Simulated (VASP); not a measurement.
# CaO (Fm-3m) in VASP: settings compared

The runs below take CaO through relaxation of the atoms, relaxation of cell and atoms, single point, with RPBE+D3(BJ), BEEF-vdW, optPBE-vdW, rSCAN, PBE.

All numbers are computed with VASP 6.6.1; they aren't measurements. Logs are shortened: lines on timing, memory, paths and dates and some standing lists are left out, and cuts for length are marked.

## Step 1: Starting point

Symmetry: Fm-3m, No. 225, cubic system. Conventional cell: a = 4.807 Å, b = 4.807 Å, c = 4.807 Å, α = 90.00°, β = 90.00°, γ = 90.00°. Ca (site symmetry m-3m) is surrounded by 6 O at 2.40 Å. O (site symmetry m-3m) has 6 Ca at 2.40 Å as nearest neighbours.

The cell is a database's computed one.

## Step 2: Relaxation of the atoms, RPBE+D3(BJ) (atoms moved at random, drawn with an rms of 0.05 Å)

Contents of INCAR:

```
SYSTEM = CaO
ALGO = Fast
EDIFF = 1E-6
EDIFFG = -0.01
ENCUT = 550
GGA = RP
IBRION = 2
ISIF = 2
ISMEAR = 0
IVDW = 12
LASPH = .True.
LCHARG = .False.
LREAL = .False.
LWAVE = .False.
NELM = 100
NSW = 60
PREC = Accurate
SIGMA = 0.05
```

Contents of CaO.cif:

```cif
data_CaO
_cell_length_a 3.39914106
_cell_length_b 3.39914106
_cell_length_c 3.39914106
_cell_angle_alpha 60.00000000
_cell_angle_beta 60.00000000
_cell_angle_gamma 60.00000000
_space_group_name_H-M_alt 'P1'
_space_group_name_Hall 'P 1'
_space_group_IT_number 1
loop_
_space_group_symop_operation_xyz
'x,y,z'
loop_
_atom_site_label
_atom_site_type_symbol
_atom_site_symmetry_multiplicity
_atom_site_Wyckoff_symbol
_atom_site_fract_x
_atom_site_fract_y
_atom_site_fract_z
_atom_site_occupancy
Ca1 Ca 1 a 0.9987580000 0.0108680000 0.9943100000 1
O1 O 1 a 0.4903660000 0.5145410000 0.4885730000 1
```

Contents of KPOINTS:

```
k-points
0
Gamma
  10 10 10
  0 0 0
```

Contents of POSCAR:

```
Ca O 
 1.0000000000000000
     3.3991410599999998    0.0000000000000000    0.0000000000000000
     1.6995705300000004    2.9437425090067646    0.0000000000000000
     1.6995705300000004    0.9812475030022551    2.7753870535810461
 Ca  O  
   1   1
Cartesian
  5.1032902330078205  1.0076567982980578  2.7595951012461701
  3.3716861976583803  1.9940872506111704  1.3559791789292521
```

Potentials or basis: VASP PAW PBE potentials, release 64 (Ca_sv_GW, O_GW).

On the command line:

```
> ase convert -i cif -o vasp CaO.cif POSCAR
> cat potpaw_PBE.64/Ca_sv_GW/POTCAR potpaw_PBE.64/O_GW/POTCAR > POTCAR
> mpirun -np 1 vasp_std > vasp.out
```

OUTCAR:

```text
SYSTEM = CaO
   EDIFF = 1E-6
   EDIFFG = -0.01
   ENCUT = 550
   GGA = RP
   IBRION = 2
   ISIF = 2
   ISMEAR = 0
   IVDW = 12
   LASPH = .True.
   LREAL = .False.
   NELM = 100
   NSW = 60
   PREC = Accurate
 IVDW          = 12

 ion  position               nearest neighbor table
   1  0.999  0.011  0.994-   2 2.37   2 2.39   2 2.40   2 2.41   2 2.42   2 2.44
   2  0.490  0.515  0.489-   1 2.37   1 2.39   1 2.40   1 2.41   1 2.42   1 2.44

  LATTYP: Found a face centered cubic cell.
 ALAT       =     4.8071113875

  Lattice vectors:

 A1 = (   3.3991410600,   0.0000000000,   0.0000000000)
 A2 = (   1.6995705300,   2.9437425090,   0.0000000000)
 A3 = (   1.6995705300,   0.9812475030,   2.7753870536)

Analysis of symmetry for initial positions (statically):
=====================================================================
 Subroutine PRICEL returns:
 Original cell was already a primitive cell.

 Routine SETGRP: Setting up the symmetry group for a
 face centered cubic supercell.

 Subroutine GETGRP returns: Found  1 space group operations
 (whereof  1 operations were pure point group operations)
 out of a pool of 48 trial point group operations.

The static configuration has the point symmetry C_1 .

Analysis of symmetry for dynamics (positions and initial velocities):
=====================================================================
 Subroutine PRICEL returns:
 Original cell was already a primitive cell.

 Routine SETGRP: Setting up the symmetry group for a
 face centered cubic supercell.

 Subroutine GETGRP returns: Found  1 space group operations
 (whereof  1 operations were pure point group operations)
 out of a pool of 48 trial point group operations.

The dynamic configuration has the point symmetry C_1 .

 Subroutine INISYM returns: Found  1 space group operations
 (whereof  1 operations are pure point group operations),
 and found     1 'primitive' translations

----------------------------------------------------------------------------------------

                                     Primitive cell

  volume of cell :      27.7711

  direct lattice vectors                    reciprocal lattice vectors
     3.399141060  0.000000000  0.000000000     0.294191969 -0.169851812 -0.120103368
     1.699570530  2.943742509  0.000000000     0.000000000  0.339703625 -0.120103368
     1.699570530  0.981247503  2.775387054     0.000000000  0.000000000  0.360310105

  length of vectors
     3.399141060  3.399141060  3.399141060     0.360310105  0.360310105  0.360310105

  position of ions in fractional coordinates (direct lattice)
     0.998758000  0.010868000  0.994310000
     0.490366000  0.514541000  0.488573000

  ion indices of the primitive-cell ions
   primitive index   ion index
                 1           1
                 2           2

----------------------------------------------------------------------------------------

 KPOINTS: k-points

Automatic generation of k-mesh.
 Grid dimensions read from file:
 generate k-points for:   10   10   10

 Generating k-lattice:

  Cartesian coordinates                     Fractional coordinates (reciprocal lattice)
     0.029419197 -0.016985181 -0.012010337     0.100000000  0.000000000 -0.000000000
     0.000000000  0.033970362 -0.012010337     0.000000000  0.100000000  0.000000000
     0.000000000  0.000000000  0.036031010     0.000000000  0.000000000  0.100000000

  Length of vectors
     0.036031010  0.036031010  0.036031010

  Shift w.r.t. Gamma in fractional coordinates (k-lattice)
     0.000000000  0.000000000  0.000000000

 Subroutine IBZKPT returns following result:
 ===========================================

 Found    504 irreducible k-points:

 Following reciprocal coordinates:
            Coordinates               Weight
  0.000000  0.000000  0.000000      1.000000
  0.100000  0.000000  0.000000      2.000000
  0.000000  0.100000  0.000000      2.000000
  0.000000  0.000000  0.100000      2.000000
  0.100000  0.100000  0.100000      2.000000
  0.200000  0.000000  0.000000      2.000000
[... 16 lines left out ...]
  0.000000  0.100000  0.100000      2.000000
  0.100000  0.000000  0.100000      2.000000
 [... further k-points ...]
   k-points           NKPTS =    504   k-points in BZ     NKDIM =    504   number of bands    NBANDS=     12
   number of dos      NEDOS =    301   number of ions     NIONS =      2
   total plane-waves  NPLWV =  21952
   dimension x,y,z NGX =    28 NGY =   28 NGZ =   28
   dimension x,y,z NGXF=    56 NGYF=   56 NGZF=   56
   ions per type =               1   1
   NGX,Y,Z   is equivalent  to a cutoff of  13.69, 13.69, 13.69 a.u.
   NGXF,Y,Z  is equivalent  to a cutoff of  27.39, 27.39, 27.39 a.u.
 SYSTEM =  CaO
   PREC   = accura    normal or accurate (medium, high low for compatibility)
   ISTART =      0    job   : 0-new  1-cont  2-samecut
   ICHARG =      2    charge: 1-file 2-atom 10-const
   ISPIN  =      1    spin polarized calculation?
   LNONCOLLINEAR =      F non collinear calculations
   LSORBIT =      F    spin-orbit coupling
   LASPH  =      T    aspherical Exc in radial PAW
   ENCUT  =  550.0 eV  40.42 Ry    6.36 a.u.   6.50  6.50  6.50*2*pi/ulx,y,z
   NELM   =    100;   NELMIN=  2; NELMDL= -5     # of ELM steps
   EDIFF  = 0.1E-05   stopping-criterion for ELM
   LREAL  =      F    real-space projection
   EDIFFG = -.1E-01   stopping-criterion for IOM
   NSW    =     60    number of steps for IOM
   IBRION =      2    ionic relax: 0-MD 1-quasi-New 2-CG
   NFREE  =      1    steps in history (QN), initial steepest desc. (CG)
   ISIF   =      2    stress and relaxation
   ISYM   =      2    0-nonsym 1-usesym 2-fastsym
   POTIM  = 0.5000    time-step for ionic-motion
   TEBEG  =    0.0;   TEEND  =   0.0 temperature during run
   PSTRESS=    0.0 pullay stress
   NELECT =      16.0000    total number of electrons
   NUPDOWN=      -1.0000    fix difference up-down
   EMIN   =  10.00;   EMAX   =-10.00  energy-range for DOS
   EFERMI =   0.00;   METHOD = LEGACY
   ISMEAR =     0;   SIGMA  =   0.05  broadening in eV -4-tet -1-fermi 0-gaus
   EFERMI_NEDOS =   21; number of points for ismear=-14 and -15
   IALGO  =     68    algorithm
   IMIX   =      4    mixing-type and parameters
     AMIX     =   0.40;   BMIX     =  1.00
     AMIX_MAG =   1.60;   BMIX_MAG =  1.00
  volume/ion in A,a.u.               =      13.89        93.70
  Fermi-wavevector in a.u.,A,eV,Ry     =   1.362231  2.574243 25.247954  1.855672
  Thomas-Fermi vector in A             =   2.488738
   LORBIT       =      0    0 simple, 1 ext, 2 COOP (PROOUT), +10 PAW based schemes
   GGA     = RP    functional components
   LHFCALC =     F    Hartree Fock is set to
   AEXX    =    0.0000 exact exchange contribution
   IVDW    =    12    specifies the selected vdW correction
   LEPSILON=     F    determine dielectric tensor
   LRPA    =     F    only Hartree local field effects (RPA)
 conjugate gradient relaxation of ions
 non-spin polarized calculation
 RMM-DIIS sequential band-by-band and
 Gauss-broadening in eV      SIGMA  =   0.05
  energy-cutoff  :      550.00
  volume of cell :       27.77
 maximum number of plane-waves:       869
 NGX is ok and might be reduce to    28
   NGX = 13   NGY = 13   NGZ = 13

--------------------------------------- Ionic step        1  -------------------------------------------

 number of electron      16.0000000 magnetization

 Free energy of the ion-electron system (eV)
  ---------------------------------------------------
  ext. energy  EPLUGINS =         0.00000000
  ---------------------------------------------------
  free energy    TOTEN  =       -17.01710883 eV

  energy without entropy =      -17.01710883  energy(sigma->0) =      -17.01710883

------------------------ aborting loop because EDIFF is reached ----------------------------------------

 Edisp (eV)   -2.97070

 E8    (eV) :    -2.0086

  FORCE on cell =-STRESS in cart. coord.  units (eV):
  Direction    XX          YY          ZZ          XY          YZ          ZX
  --------------------------------------------------------------------------------------
  -------------------------------------------------------------------------------------
  Total      -3.06467    -3.07275    -3.06746    -0.00842    -0.00861     0.01066
  in kB    -176.80809  -177.27410  -176.96893    -0.48551    -0.49682     0.61479
  external pressure =     -177.02 kB  Pullay stress =        0.00 kB
[... 61 lines left out ...]
  energy  without entropy=      -19.9889967118  energy(sigma->0) =      -19.98899671

--------------------------------------- Ionic step        3  -------------------------------------------

 number of electron      16.0000000 magnetization

 Free energy of the ion-electron system (eV)
  ---------------------------------------------------
  ext. energy  EPLUGINS =         0.00000000
  ---------------------------------------------------
  free energy    TOTEN  =       -17.01912237 eV

  energy without entropy =      -17.01912237  energy(sigma->0) =      -17.01912237

 E-fermi :   5.0701     XC(G=0): -10.1886

 val. band max:        4.7880763125   @ k =   0.0000   0.0000   0.0000
 cond. band min:       8.5586229714   @ k =   0.5000   0.0000   0.5000
 fundamental gap:      3.7705466589
 Fermi energy:         5.0701358555

 k-point     1 :       0.0000    0.0000    0.0000
  band No.  band energies     occupation
      1     -33.0061      2.00000
      2     -13.7209      2.00000
      3     -13.7209      2.00000
      4     -13.7209      2.00000
      5     -10.8275      2.00000
      6       4.7881      2.00000
      7       4.7881      2.00000
      8       4.7881      2.00000
      9       9.6795      0.00000
     10      11.0921      0.00000
     11      11.0922      0.00000
     12      11.0924      0.00000
[... 331 lines left out ...]
 k-point    24 :       0.1000    0.0000    0.1000
  band No.  band energies     occupation
      1     -32.9934      2.00000
      2     -13.8646      2.00000
      3     -13.7418      2.00000
      4     -13.7418      2.00000
      5     -10.6530      2.00000
      6       4.2118      2.00000
      7       4.7083      2.00000
      8       4.7083      2.00000
      9      10.1972      0.00000
     10      10.7501      0.00000
     11      11.4591      0.00000
     12      11.4593      0.00000

 [... further k-points ...]

------------------------ aborting loop because EDIFF is reached ----------------------------------------

 Edisp (eV)   -2.97087

 E8    (eV) :    -2.0087

  FORCE on cell =-STRESS in cart. coord.  units (eV):
  Direction    XX          YY          ZZ          XY          YZ          ZX
  --------------------------------------------------------------------------------------
  -------------------------------------------------------------------------------------
  Total      -3.08605    -3.08550    -3.08573     0.00007     0.00002    -0.00019
  in kB    -178.04138  -178.00953  -178.02285     0.00401     0.00133    -0.01094
  external pressure =     -178.02 kB  Pullay stress =        0.00 kB
[... 17 lines left out ...]
  FREE ENERGIE OF THE ION-ELECTRON SYSTEM (eV)
  ---------------------------------------------------
  free  energy   TOTEN  =       -19.9899963962 eV

  energy  without entropy=      -19.9899963962  energy(sigma->0) =      -19.98999640

 reached required accuracy - stopping structural energy minimisation
```

Run time: 7.1 min. Hardware: 1 thread of Intel Xeon Platinum 8488C (Sapphire Rapids), shared host; peak memory 0.35 GiB.

Results:

```yaml
Free_energy: -19.9900 eV
Energy_gained_by_relaxing: 1.1 meV/atom
Ionic_steps: 3
Pressure_after_relaxing: -17.8 GPa
Band_gap_on_the_k_mesh: 3.77 eV, indirect (least direct gap 4.15 eV)
Dispersion_energy_per_atom: -1.485 eV
```

The path:
```tsv
step	energy change (eV)	largest force (eV/Å)	pressure (GPa)
1	0.0000	0.1211	-17.70
2	-0.0012	0.0824	-17.77
3	-0.0022	0.0018	-17.80
```

Final structure:
```
CELL_PARAMETERS angstrom
3.39914 0.00000 0.00000
1.69957 2.94374 0.00000
1.69957 0.98125 2.77539
ATOMIC_POSITIONS crystal
Ca 0.99451 0.01274 0.99140
O 0.49461 0.51267 0.49148
```

Caveat: the PAW data sets were made with another functional, which shifts forces and pressure a little.

## Step 3: Relaxation of the atoms, BEEF-vdW (atoms moved at random, drawn with an rms of 0.1 Å)

Contents of INCAR:

```
PREC     = Accurate       # precision mode
ENCUT    = 520            # plane-wave cutoff, eV
EDIFF    = 1E-6           # SCF threshold, eV
ISMEAR   = -1             # smearing method
SIGMA    = 0.05           # smearing width, eV
LREAL    = F              # projectors in reciprocal space
LASPH    = T              # aspherical terms in the spheres
NELM     = 100            # most SCF steps
ALGO     = Normal         # electronic algorithm
ISIF     = 2              # what is computed and relaxed
LWAVE    = F              # write WAVECAR
LCHARG   = F              # write CHGCAR
GGA      = BF             # functional
LUSE_VDW = T            
ZAB_VDW  = -1.8867      
IBRION   = 1              # ionic algorithm
NSW      = 60             # ionic steps
EDIFFG   = -0.01          # ionic threshold
ADDGRID  = T
```

Contents of KPOINTS:

```
regular mesh
0
Monkhorst-Pack
  10 10 10
```

Contents of POSCAR:

```
CaO
1.0
    0.0000000000      2.4035556960      2.4035556960
    2.4035556960      0.0000000000      2.4035556960
    2.4035556960      2.4035556960      0.0000000000
Ca O
1 1
Selective dynamics
Direct
   -0.0073560000     -0.0048380000      0.0155910000  F F F
    0.4572030000      0.5194530000      0.4832470000  T T T
```

Potentials or basis: VASP PAW PBE potentials, release 64 (Ca_sv, O).

On the command line:

```
> cat potpaw_PBE.64/Ca_sv/POTCAR potpaw_PBE.64/O/POTCAR > POTCAR
> mpirun -np 1 vasp_std > vasp.out
```

It took 25 min on 1 thread of Intel Xeon Platinum 8488C (Sapphire Rapids), shared host; peak memory 1.1 GiB.

The run converged. Its results:

* Free energy: -9.1497 eV
* Energy gained by relaxing: 24.0 meV/atom
* Ionic steps: 5
* Pressure after relaxing: 3.6 GPa

Step by step:
| step | energy change (eV) | largest force (eV/Å) | pressure (GPa) |
| --- | --- | --- | --- |
| 1 | 0.0000 | 0.6239 | 4.79 |
| 2 | -0.0167 | 0.4862 | 4.38 |
| 3 | -0.0465 | 0.0982 | 3.63 |
| 4 | -0.0480 | 0.0167 | 3.57 |
| 5 | -0.0480 | 0.0083 | 3.57 |

Final structure:
```
Ca O
1.0
     0.00000    2.40356    2.40356
     2.40356    0.00000    2.40356
     2.40356    2.40356    0.00000
Ca O
1 1
Direct
  0.99264 0.99516 0.01559
  0.49266 0.49429 0.51584
```

Levels at points of the mesh, in eV from the valence-band top:
| k point | band 6 | band 7 | band 8 | band 9 | band 10 | band 11 |
| --- | --- | --- | --- | --- | --- | --- |
| (0.05, 0.05, 0.05) | -0.06 | 0.00 | 0.00 | 5.14 | 6.29 | 6.34 |

Caveat: the PAW data sets were made with another functional, which shifts forces and pressure a little.

## Step 4: Relaxation of cell and atoms, optPBE-vdW (cell strained at random at fixed volume)

Contents of INCAR:

```
AGGAC = 0.0
ALGO = Normal
EDIFF = 1E-7
EDIFFG = -0.01
ENCUT = 600
GGA = OR
IBRION = 2
ISIF = 3
ISMEAR = 0
LASPH = True
LCHARG = False
LREAL = False
LUSE_VDW = True
LWAVE = False
NELM = 100
NSW = 60
PREC = Accurate
SIGMA = 0.05
```

Contents of KPOINTS:

```
k-points
0
Gamma
  10 10 10
```

Contents of POSCAR:

```
CaO
1.0
   -0.0019210000      2.4351780000      2.3844610000
    2.4051660000      0.0149150000      2.3676250000
    2.4165080000      2.4296840000      0.0035730000
Ca O
1 1
Direct
    0.0000000000      0.0000000000      0.0000000000
    0.5000000000      0.5000000000      0.5000000000
```

Potentials or basis: VASP PAW PBE potentials, release 54 (Ca_sv, O).

On the command line:

```
> cat potpaw_PBE.54/Ca_sv/POTCAR potpaw_PBE.54/O/POTCAR > POTCAR
> mpirun -np 1 vasp_std > vasp.out
```

It took 9.1 min on 1 thread of Intel Xeon Platinum 8488C (Sapphire Rapids), shared host; peak memory 0.52 GiB.

Results (log left out):

* Free energy: -8.8882 eV
* Relaxed volume: 14.14 Å³/atom
* Relaxed cell: a = 3.420 Å, b = 3.419 Å, c = 3.420 Å, α = 59.99°, β = 60.00°, γ = 59.99°
* Space group after relaxing (to 0.05 Å): Fm-3m (No. 225)
* Energy gained by relaxing: 3.8 meV/atom
* Ionic steps: 5
* Pressure after relaxing: 0.0 GPa
* Band gap on the k mesh: 3.71 eV, indirect (least direct gap 4.09 eV)

The path:
| step | energy change (eV) | largest force (eV/Å) | pressure (GPa) | volume (Å³) |
| --- | --- | --- | --- | --- |
| 1 | 0.0000 | 0.0000 | 2.13 | 27.77 |
| 2 | -0.0067 | 0.0000 | -0.87 | 28.52 |
| 3 | -0.0069 | 0.0000 | -0.47 | 28.41 |
| 4 | -0.0077 | 0.0000 | -0.07 | 28.30 |
| 5 | -0.0077 | 0.0000 | 0.03 | 28.27 |

Final structure:
```
Ca O
1.0
     0.00000    2.41846    2.41863
     2.41741    0.00077    2.41781
     2.41802    2.41829    0.00017
Ca O
1 1
Direct
  0.00000 0.00000 0.00000
  0.50000 0.50000 0.50000
```

Levels at points of the mesh, in eV from the valence-band top:
| k point | band 4 | band 5 | band 6 | band 7 | band 8 | band 9 | band 10 | band 11 | band 12 |
| --- | --- | --- | --- | --- | --- | --- | --- | --- | --- |
| (0.00, 0.00, 0.00) | -18.56 | -15.45 | 0.00 | 0.00 | 0.00 | 4.76 | 6.17 | 6.17 | 6.18 |
| (0.50, 0.00, 0.00) | -18.61 | -14.35 | -2.55 | -1.16 | -1.16 | 6.99 | 8.21 | 8.21 | 8.56 |
| (0.00, 0.50, 0.00) | -18.61 | -14.35 | -2.55 | -1.16 | -1.16 | 6.99 | 8.21 | 8.21 | 8.56 |
| (0.50, 0.50, 0.00) | -18.77 | -15.22 | -1.28 | -0.37 | -0.37 | 3.71 | 7.91 | 8.75 | 9.33 |
| (0.00, 0.00, 0.50) | -18.61 | -14.35 | -2.55 | -1.16 | -1.16 | 6.99 | 8.21 | 8.21 | 8.56 |
| (0.50, 0.00, 0.50) | -18.77 | -15.22 | -1.28 | -0.38 | -0.37 | 3.71 | 7.91 | 8.75 | 9.33 |
| (0.00, 0.50, 0.50) | -18.77 | -15.22 | -1.28 | -0.38 | -0.37 | 3.71 | 7.91 | 8.75 | 9.33 |
| (0.50, 0.50, 0.50) | -18.61 | -14.35 | -2.55 | -1.16 | -1.16 | 6.99 | 8.21 | 8.21 | 8.56 |

Caveat: the PAW data sets were made with another functional, which shifts forces and pressure a little.

## Step 5: Single point, rSCAN

Contents of INCAR:

```
PREC = High
ENCUT = 500
EDIFF = 1E-6
ISMEAR = 0
SIGMA = 0.005
LREAL = False
LASPH = True
NELM = 80
ALGO = Normal
ISIF = 2
LWAVE = False
LCHARG = False
METAGGA = RSCAN
LMIXTAU = True
```

Contents of KPOINTS:

```
regular mesh
0
Gamma
  10 10 10
```

Contents of POSCAR:

```
CaO
1.0
    0.0000000000      2.4035556960      2.4035556960
    2.4035556960      0.0000000000      2.4035556960
    2.4035556960      2.4035556960      0.0000000000
Ca O
1 1
Cartesian
    0.0000000000      0.0000000000      0.0000000000
    2.4035556960      2.4035556960      2.4035556960
```

Potentials or basis: VASP PAW PBE potentials, release 64 (Ca_pv, O).

On the command line:

```
> cat potpaw_PBE.64/Ca_pv/POTCAR potpaw_PBE.64/O/POTCAR > POTCAR
> mpirun -np 1 vasp_std > vasp.out
```

It took 90 s on 1 thread of Intel Xeon Platinum 8488C (Sapphire Rapids), shared host; peak memory 0.14 GiB.

The run converged. Its results:

| Property | Result |
| --- | --- |
| Free energy | -23.7348 eV |
| Pressure | -1.0 GPa |
| Band gap on the k mesh | 4.20 eV, indirect (least direct gap 4.57 eV) |

Levels at points of the mesh, in eV from the valence-band top:
| k point | band 4 | band 5 | band 6 | band 7 | band 8 | band 9 | band 10 | band 11 |
| --- | --- | --- | --- | --- | --- | --- | --- | --- |
| (0.00, 0.00, 0.00) | -16.47 | 0.00 | 0.00 | 0.00 | 5.35 | 6.86 | 6.86 | 6.86 |
| (0.50, 0.00, 0.00) | -15.16 | -2.60 | -1.19 | -1.19 | 7.69 | 9.05 | 9.05 | 9.20 |
| (0.50, 0.50, 0.00) | -16.22 | -1.30 | -0.37 | -0.37 | 4.20 | 8.70 | 9.60 | 10.24 |

Caveat: the PAW data sets were made with another functional, which shifts forces and pressure a little.

(Part 1 of 2 ends here.)
